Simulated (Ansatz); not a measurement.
HfN:

```
Hf N
1.0
     0.00000    2.45482    2.45482
     2.45482    0.00000    2.45482
     2.45482    2.45482    0.00000
Hf N
1 1
Direct
  0.00000 0.00000 0.00000
  0.25000 0.25000 0.25000
```

The cell comes from a database or a generator and needn't be the stable form of this composition.

- Program: Ansatz 0.2.0
- Task: relaxation of cell and atoms
- Functional: PBEsol0
- Potentials or basis: Ansatz PAW
- Cutoff: 420 eV (not typed: the program's choice for these potentials)
- k mesh: 5 × 5 × 5
- Occupations: fermi-dirac, width 0.05 eV
- Spin: no spin polarisation

At the start: volume 14.79 Å³/atom.

Problem. Where does the relaxation end?

Solution. It ends after 7 steps and the volume is 14.38 Å³/atom (-2.8 %); space group F-43m (No. 216, to 0.05 Å).

Step by step:
| step | energy change (eV) | largest force (eV/Å) | volume (Å³) |
| --- | --- | --- | --- |
| 1 | 0.0000 | 0.0000 | 29.59 |
| 2 | -0.0151 | 0.0000 | 28.46 |
| 3 | -0.0167 | 0.0000 | 28.79 |
| 4 | -0.0167 | 0.0000 | 28.78 |
| 5 | -0.0152 | 0.0000 | 28.78 |
| 6 | -0.0152 | 0.0000 | 28.76 |
| 7 | -0.0152 | 0.0000 | 28.76 |

Final structure:
```
CELL_PARAMETERS angstrom
0.00000 2.43189 2.43189
2.43189 0.00000 2.43189
2.43189 2.43189 0.00000
ATOMIC_POSITIONS crystal
Hf 0.00000 0.00000 0.00000
N 0.25000 0.25000 0.25000
```

Caveat: the k mesh is coarse (spacing up to 0.44 Å⁻¹), so the values aren't converged, least of all with exact exchange; the plane-wave basis is chosen anew once the cell has moved, so the energies of steps on either side of that aren't comparable; the pressure holds a Pulay correction of +0.4 GPa for the finite cutoff; the PAW data sets come from PBE, with cores solved anew for the run's functional, which leaves a small shift of forces and pressure.
